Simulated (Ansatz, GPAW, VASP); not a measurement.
## One calculation of NiO, 3 ways

```
CELL_PARAMETERS angstrom
0.00000 2.08590 2.08590
2.08590 0.00000 2.08590
2.08590 2.08590 0.00000
ATOMIC_POSITIONS crystal
Ni 0.00000 0.00000 0.00000
O 0.50000 0.50000 0.50000
```

Alike in all runs: task single point; functional RPBE; k mesh 11 × 11 × 11; occupations gaussian, width 0.02 eV; collinear spin, ferromagnetic start; no spin-orbit coupling. The measured crystal is an antiferromagnetic insulator; the state found here is the runs' own. Pressure is positive in compression and, in plane waves, holds the error of the finite cutoff.

```csv
program and potentials,plane-wave cutoff (eV),notes,pressure (GPa),net moment per atom (μB)
"Ansatz, all-electron LAPW, scalar-relativistic",-,-,13.44,0.92
"VASP, PBE PAW files Ni, O, 500 eV",500,potentials made for PBE; 8 valence electrons an atom on average,12.96,0.91
"GPAW, the program's PAW data sets (release 1.2.1) made for this functional",800,11 valence electrons an atom on average; this data set often lies off other programs,17.71,0.91
```

The pressure spans 12.96 (VASP, PBE PAW files Ni, O, 500 eV) to 17.71 GPa (GPAW, the program's PAW data sets (release 1.2.1) made for this functional), with all-electron results at 13.44. The net moment per atom spans 0.91 (VASP, PBE PAW files Ni, O, 500 eV) to 0.92 μB (Ansatz, all-electron LAPW, scalar-relativistic), with all-electron results at 0.92. The cell lies far from this level's equilibrium. The state is the one that the start led to, which needn't be the lowest.

Differences between rows come from potentials, basis sets and numerical settings, since the functional is the same but for its coding. Runs on potential files found faulty are left out.

All three runs put the cell under compression, so RPBE would expand this lattice, which is close to the measured one. This is the functional's usual behaviour: its strong gradient enhancement favours inhomogeneous densities and weakens bonding. The moment, averaged over nickel and oxygen, lies a little below the spin-only value of octahedral d⁸ Ni²⁺, with its filled t2g shell, full eg majority states and empty eg minority states.

That small shortfall matters. Without spin-orbit coupling, a collinear insulator must have a whole-number moment per primitive cell, and neither 0.91 nor 0.92 μB per atom gives one. The ferromagnetic state is therefore metallic, with bands crossing the Fermi level in both spin channels, in contrast to real NiO. Probable causes are the semilocal functional's too small splitting between filled and empty d states, and the parallel spin order, which lets eg states broaden through oxygen 2p.

The moments agree far better than the pressures, which suggests that the GPAW offset reflects the data set's volume dependence rather than a different magnetic solution.
